## Question

In these calculations two layers of InSe hold together with 10 to 20 meV per Å² of contact, and a bad sideways fit can cost about a third of that. It can also widen the distance between the layers by more than half an ångström. The table follows one layer as it slides over the other and settles at its best height in each position.

Ansatz 0.2.0, scalar-relativistic PBE+D3(BJ) with PAW and no spin polarization, for an InSe bilayer: 420 eV plane-wave cutoff, 9×9×1 k mesh, 0.05 eV Gaussian smearing, dipole correction along z. The heights of all atoms are relaxed at each slide. Energies are free energies per cell, and the layer distance is taken between the facing planes of atoms.

| slide u (fractional) | slide v (fractional) | energy over the lowest point of the map (eV) | layer distance (Å) | binding from the two layers apart (meV/angstrom^2) |
| --- | --- | --- | --- | --- |
| 0.0000 | 0.0000 | 0.098 | 3.720 | -12.020 |
| 0.0000 | 0.2222 | 0.079 | 3.540 | -13.340 |
| 0.0000 | 0.4444 | 0.027 | 3.130 | -17.080 |
| 0.0000 | 0.6667 | 0.054 | 3.330 | -15.120 |
| 0.0000 | 0.8889 | 0.093 | 3.670 | -12.330 |
| 0.1111 | 0.2222 | 0.084 | 3.580 | -12.990 |
| 0.1111 | 0.4444 | 0.035 | 3.190 | -16.490 |
| 0.2222 | 0.4444 | 0.038 | 3.210 | -16.260 |
| 0.2222 | 0.6667 | 0.012 | 3.030 | -18.150 |
| 0.2222 | 0.8889 | ? | ? | ? |
| 0.3333 | 0.6667 | ? | ? | ? |
| 0.4444 | 0.8889 | ? | ? | ? |

The slides $u$ and $v$ are fractions of the two cell vectors, and at (0, 0) each Se of the upper layer sits directly over a Se of the lower one. Binding is negative, so a more negative value means a stronger hold.

(a) Explain why the binding changes quickly in some parts of the map and slowly in others.

(b) Predict binding and layer distance for the three stackings marked with a question mark, with an error bar for each.

## Model answer

**One number for the fit between the layers.** The energy must repeat whenever the slide reaches the next equivalent position. It is also the same for opposite slides, because the top half of each layer mirrors its bottom half. It can therefore be built from cosines alone. The longest waves that the triangular lattice allows combine into

$$C=\cos 2\pi u+\cos 2\pi v+\cos 2\pi(u-v).$$

$C$ is 3 when Se lies over Se and $-1.5$ when Se lies over a hollow between three Se atoms. In that stacking the Se of one layer faces the empty centre of a ring, while the Se of the other lies in line with a more distant In atom; the model below leaves the In atoms out. In all nine known rows the binding weakens and the layers move apart as $C$ grows.

**The response is uneven.** If the energy were a plain cosine map, equal steps in $C$ would cost equal amounts. Near Se over Se, one unit of $C$ changes the binding by only 0.7 meV/Å², but towards the hollow it changes it by 2.8. The map is thus a broad, flat hill with steep-sided wells.

**What pushes the layers apart.** The facing surfaces of the two layers consist of Se atoms. Across the known rows the layer distance varies by 0.69 Å, yet the nearest Se–Se contact between the layers varies by only 0.16 Å. The upper layer behaves much like a tray of balls resting on another: it sinks where its balls find hollows and rides up where they meet head-on. The natural cause is Pauli repulsion between filled Se shells, an argument from general chemistry, since the energy has not been split into its parts.

**Why the hill is flat.** Let the repulsion fall off quickly with layer distance $z$ and the attraction more slowly:

$$E(z)=A(s+C)\,e^{-\kappa z}-B\,e^{-\mu z},\qquad \kappa>\mu .$$

Here $A$ and $B$ set the strengths, $\kappa$ and $\mu$ the rates of decay, and $s$ is the part of the repulsion that does not depend on the slide. The form is a simplification: the slide-dependent part is expected to fade faster with height than the average part, and the dispersion attraction follows a power law that an exponential mimics only over a short range of $z$. Setting the slope in $z$ to zero gives $\kappa A(s+C)e^{-\kappa z}=\mu B e^{-\mu z}$, and therefore

$$z=z_0+k\ln(C+s),\qquad |E|\propto (C+s)^{-p},$$

with $k=1/(\kappa-\mu)$ and $p=\mu/(\kappa-\mu)$. A layer that meets more repulsion rises until the forces balance again, and it pays by losing attraction. At the balance point a small change of height costs nothing, so a small step in $C$ costs $Ae^{-\kappa z}$ per unit of $C$. This cost shrinks as the layers move apart. Near Se over Se they already stand far apart, and the map is flat there.

**Fixing the constants.** The nine known bindings give $s=2.965$, a power $p=0.3316$ and a prefactor whose logarithm is 3.077. The nine known distances were then fitted with the same $s$. These constants can partly make up for one another, so they serve for interpolation and are not measured decay lengths.

**One prediction in full.** For the stacking (0.2222, 0.8889), which took no part in the fit, the three cosines are 0.174, 0.766 and $-0.500$, so $C=0.440$. Then $\ln(0.440+2.965)=1.225$, and the logarithm of the binding strength is $3.077-0.3316\times1.225=2.671$. This means a binding of about $-14.5$ meV/Å².

**The predictions.** The error bars are a judgement. For the first two stackings the bar on the binding is more than three times the largest binding miss among the known rows.

- (0.2222, 0.8889): binding $-14.5\pm0.3$ meV/Å², distance $3.41\pm0.03$ Å, energy $0.064\pm0.004$ eV. The energy should lie between those of (0, 0.6667) and (0, 0.2222).
- (0.4444, 0.8889): binding $-17.7\pm0.3$ meV/Å², distance $3.07\pm0.03$ Å, energy $0.018\pm0.004$ eV. This stacking lies near the bridge between two hollows, so its energy should fall between those of (0, 0.4444) and (0.2222, 0.6667).
- (0.3333, 0.6667): binding $-19.1\pm0.5$ meV/Å², distance $2.94\pm0.05$ Å, the strongest hold and the closest approach of all. The error bars are wider because $C$ lies outside the fitted range, where the curve is steepest.

The third prediction is not blind, because a summary of the whole map was already at hand when it was made. It tests the formula, but not the foresight of the person using it.

## The computed values

The withheld rows as computed:

| slide u (fractional) | slide v (fractional) | energy over the lowest point of the map (eV) | layer distance (Å) | binding from the two layers apart (meV/angstrom^2) |
| --- | --- | --- | --- | --- |
| 0.2222 | 0.8889 | 0.064 | 3.410 | -14.420 |
| 0.3333 | 0.6667 | 0.000 | 2.960 | -18.990 |
| 0.4444 | 0.8889 | 0.018 | 3.070 | -17.740 |

All three stackings fall within their error bars, and the expected order holds. The two blind predictions miss the binding by less than 0.1 meV/Å² and match the distance within the 0.01 Å to which it is given. The energies agree as well, but that is no separate success: an energy difference is just the binding difference multiplied by the cell area.

The hollow stacking shows the largest miss. The formula makes it too strongly bound by 0.12 meV/Å² and places the layers 0.02 Å too close. A likely reason is the neglect of shorter waves in the repulsion, which would add a little push when Se sits over a hollow; this has not been tested. The summary had named this stacking as the lowest point and stated its binding, the atomic positions at hand contained its layer distance, and its energy is zero by definition. Even without the summary, the known rows fix the binding at the lowest point, because their energies are counted from it. With 98 meV per cell for Se over Se and a cell area of 14.0 Å², it is $-12.02-98/14.0\approx-19.0$ meV/Å².

The hollow also gives the clearest picture of the mechanism. Its layers are $3.72-2.96=0.76$ Å closer than with Se over Se, yet the nearest Se–Se contacts are almost equal, 3.76 and 3.72 Å. The atoms roughly keep their distance from one another, and this accounts for most of the change in height. The picture is only rough: these two contacts are the longest in the map, and between hill and hollow the contact shrinks to 3.565 Å, so a fixed contact length would not predict the heights within the error bars.

## Remarks on the reasoning

**A good answer lets the layer move up and down.** Had the height been held at its value for the hollow, the formula for $E(z)$ would be a straight line in $C$, and the map a plain cosine. The hill would also be higher, because the upper layer could not escape the repulsion by rising. A map at that fixed height therefore overstates the cost of sliding, most of all near Se over Se.

**Adding more cosines is a fair alternative, but a weaker one here.** A series with a second set of shorter waves also has three constants and was fitted to the same nine bindings. It misses (0.4444, 0.8889) by 0.36 meV/Å², more than the error bar allowed, though at the hollow it does slightly better than the height model. A short series struggles to be flat on the hill and steep in the wells at once. The printed output below sets the two models side by side.

**The top of the map is not the barrier to sliding.** It would be wrong to read 0.098 eV per cell as the cost of moving from one hollow to the next. The easy path avoids Se over Se and crosses the bridge at (0, 0.5), where $C=-1$. The formula gives a binding strength of $\exp(3.077-0.3316\ln 1.965)\approx17.34$ meV/Å² there. With a cell area of $4.027\times3.487\approx14.0$ Å², the bridge lies $(18.99-17.34)\times14.0\approx23$ meV above the hollow, about a quarter of the height of the hill. This joins the formula's value at the bridge to the computed value at the hollow, so it is an estimate. Only heights were relaxed, and letting the atoms shift sideways is expected to lower the bridge somewhat.

**For practical use, the cost grows with the area that moves.** Some 0.02 eV per cell is little for one cell, but a flake that slides as a rigid whole pays it in every cell at once. The estimate holds for layers that keep their parallel orientation, as they do throughout this map. The absolute binding also depends on the dispersion correction added to the density functional, so the good predictions show that the calculated map is smooth and well described by the formula, not that its depth is exact. The map describes two free layers and need not carry over exactly to a thick crystal.

Numerical output:

```
fit of log(abs(result_binding)) on 9 rows: constant 3.077 +/- 0.0025, coefficient of log(reg + s) -0.3316 +/- 0.002, s 2.965; rms 0.00213, worst 0.0 -0.00477, leave-one-out rms 0.00513
  rows outside the fit (model, value, miss): 0.2222 2.671, 2.669, 0.00201; 0.3333 2.95, 2.944, 0.00638; 0.4444 2.873, 2.876, -0.0032
fit of result_layer_distance on 9 rows: constant 2.732 +/- 0.0038, coefficient of log(reg + pow_s) 0.5514 +/- 0.0031; rms 0.00354, worst 0.0 0.00748, leave-one-out rms 0.00487
  rows outside the fit (model, value, miss): 0.2222 3.408, 3.41, -0.00229; 0.3333 2.943, 2.96, -0.0173; 0.4444 3.072, 3.07, 0.00183
fit of result_binding on 9 rows: constant -15.66 +/- 0.077, coefficient of reg 1.543 +/- 0.057, coefficient of shell2 -0.3088 +/- 0.06; rms 0.177, worst 0.0 0.405, leave-one-out rms 0.233
  rows outside the fit (model, value, miss): 0.2222 -14.64, -14.42, -0.219; 0.3333 -18.9, -18.99, 0.0864; 0.4444 -17.38, -17.74, 0.36
Model and computed values (binding in meV/A^2, energy in eV, lengths in A):
     row          C  model binding  binding half-width  binding miss  model energy  energy half-width  energy miss  distance half-width  nearest Se-Se
     0.0          3            -12                 0.3       0.02237       0.09803           0.004213    3.395e-05                 0.03           3.72
     0.0      1.348         -13.36                 0.3       -0.0201        0.0789           0.004213   -9.804e-05                 0.03          3.651
     0.0    -0.8792            -17                 0.3       0.08122       0.02781           0.004213    0.0008071                 0.03          3.605
     0.0  0.0003628         -15.13                 0.3     -0.006823       0.05409           0.004213    9.342e-05                 0.03           3.59
     0.0      2.532         -12.33                 0.3       0.00299       0.09341           0.004213    0.0004088                 0.03          3.697
  0.1111      1.706         -13.01                 0.3      -0.02107        0.0838           0.004213   -0.0001969                 0.03          3.663
  0.1111    -0.6733         -16.48                 0.3        0.0136       0.03514           0.004213    0.0001425                 0.03          3.575
  0.2222     -0.592         -16.29                 0.3      -0.02703        0.0378           0.004213   -0.0001983                 0.03          3.565
  0.2222     -1.266         -18.19                 0.3      -0.04466       0.01101           0.004213   -0.0009856                 0.03          3.603
  0.2222     0.4401         -14.45                 0.3      -0.02895       0.06361           0.004213   -0.0003877                 0.03           3.61
  0.3333       -1.5         -19.11                 0.5       -0.1216     -0.001862           0.007021    -0.001862                 0.05          3.764
  0.4444     -1.113         -17.68                 0.3       0.05666       0.01819           0.004213    0.0001944                 0.03          3.692
Binding change per unit C near Se over Se (meV/A^2): 0.6626
Binding change per unit C towards the hollow (meV/A^2): 2.767
Spread of layer distance in the known rows (A): 0.69
Spread of nearest Se-Se contact in the known rows (A): 0.1554
Largest binding miss of the relaxed-height model in the known rows (meV/A^2): 0.08122
```
